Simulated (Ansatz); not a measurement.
System: LiH (rock salt type), 2 atoms in the cell.

```xyz
2
Lattice="0.0000 2.0100 2.0100 2.0100 0.0000 2.0100 2.0100 2.0100 0.0000" Properties=species:S:1:pos:R:3 pbc="T T T"
Li    0.0000    0.0000    0.0000
H     2.0100    2.0100    2.0100
```

Level of theory: HSE06, plane waves, PAW datasets (generated soft set 1) (Ansatz).

Cutoff 420 eV; exchange singularity: Wigner-Seitz; k-mesh 6×6×6 Γ-centred; Fermi–Dirac smearing of 0.02 eV; no spin polarisation.

Q: How large is the gap on this mesh, is it direct, and where do the band edges lie (fractions of the reciprocal vectors of this cell)?

A: 3.98 eV, direct at (0.000, -0.500, -0.500).

Q: List the levels near the gap at (0.000, 0.000, 0.000), (0.000, 0.167, 0.333), (0.000, 0.167, -0.167), (0.000, 0.333, -0.500), (0.000, -0.500, -0.500), in eV from the top of the valence band (v1 is the highest filled band, c1 the lowest empty one).

A: 
```tsv
k	v2	v1	c1	c2	c3
(0.000, 0.000, 0.000)	-47.28	-6.03	17.81	19.43	19.43
(0.000, 0.167, 0.333)	-47.25	-3.99	10.10	13.55	14.92
(0.000, 0.167, -0.167)	-47.25	-4.56	12.12	12.33	17.84
(0.000, 0.333, -0.500)	-47.22	-1.13	5.77	10.06	12.92
(0.000, -0.500, -0.500)	-47.22	0.00	3.98	12.14	12.14
```

A gap read on the mesh is an upper bound of this method's gap, since the mesh can miss a band edge.
